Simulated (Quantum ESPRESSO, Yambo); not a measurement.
An input for Yambo 5.3.0 (InP (F-43m)):

```
optics
bss
bse
em1s
dipoles
rim_cut
RandQpts= 1000000
RandGvec= 1 RL
Chimod= "HARTREE"
BSKmod= "SEX"
BSEmod= "coupling"
BSSmod= "d"
BSENGexx= 30 Ry
BSENGBlk= 6 Ry
% BSEQptR
 1 | 1 |
%
% BSEBands
 7 | 14 |
%
% BEnRange
 0 | 5 | eV
%
% BDmRange
 0.1 | 0.1 | eV
%
BEnSteps= 101
% BLongDir
 1 | 0 | 0 |
%
% BndsRnXs
 1 | 62 |
%
NGsBlkXs= 6 Ry
% LongDrXs
 1 | 1 | 1 |
%
% KfnQP_E
 0.337 | 1.0 | 1.0 |
%
WRbsWF
```

The database entry behind the starting cell differs from later determinations by our own check (0.1 to 0.3 % short, probably kX units), so it need not match the best structure at ambient conditions.

```sh
OMP_NUM_THREADS=1 mpirun -n 8 yambo -F bse6.in -J bse6,bse3_W -C bse6 > bse6.log
```

The stored states that it reads are on a 4×4×4 mesh. Symmetry: F-43m, No. 216, cubic system. The conventional cell has a = 5.861 Å, b = 5.861 Å, c = 5.861 Å, α = 90.00°, β = 90.00°, γ = 90.00°. Nearest to In lie 4 P at 2.54 Å. Nearest to P lie 4 In at 2.54 Å. Farther neighbours are not listed.

**Question.** Estimate wall time and host memory on 8 MPI ranks of Arm Neoverse V1, shared host.

It took 39 s; on shared hardware allow 20 s to 79 s. Peak host memory was 4.1 GiB.

The kernel grows as the square of the matrix size, and full diagonalisation as its cube.

[Paths, hosts, dates, memory and timing lines, banners, echoed tables and standing remarks are left out of the program output.]

[Logs are printed without paths, hosts, clocks, repeated set-up lines and the standing remarks that a program may print on its own settings, such as how far it seeks lower states.]

[Runs of the session that timed out or met a known fault of the program may be left out.]

[Hosts, paths, dates, database ids (printed as entryN), source tags and the programs' standing remarks are cut or masked in the printed files.]
